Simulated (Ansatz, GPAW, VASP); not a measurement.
**One calculation of Mg, 3 ways**

```
Mg
1.0
     3.20930    0.00000    0.00000
    -1.60465    2.77934    0.00000
     0.00000    0.00000    5.21030
Mg
2
Direct
  0.66667 0.33333 0.75000
  0.33333 0.66667 0.25000
```

Alike in all runs: task single point; functional PBE; k mesh 10 × 10 × 5; occupations gaussian, width 0.011 eV; no spin polarisation; no spin-orbit coupling. Pressure is positive in compression and, in plane waves, holds the error of the finite cutoff.

```csv
program and potentials,plane-wave cutoff (eV),notes,pressure (GPa)
"VASP, PBE PAW files Mg, 520 eV",520,2 valence electrons an atom on average,-0.58
"GPAW, GPAW PAW data sets (gpaw-data 1.2.1)",800,10 valence electrons an atom on average,-0.54
"Ansatz, all-electron LAPW, scalar-relativistic",-,-,-0.47
```

The pressure spans -0.58 (VASP, PBE PAW files Mg, 520 eV) to -0.47 GPa (Ansatz, all-electron LAPW, scalar-relativistic), with all-electron results at -0.47.

The functional is the same throughout but for its coding, so the spread measures potentials, basis and numerics; runs on potential files found faulty are left out.
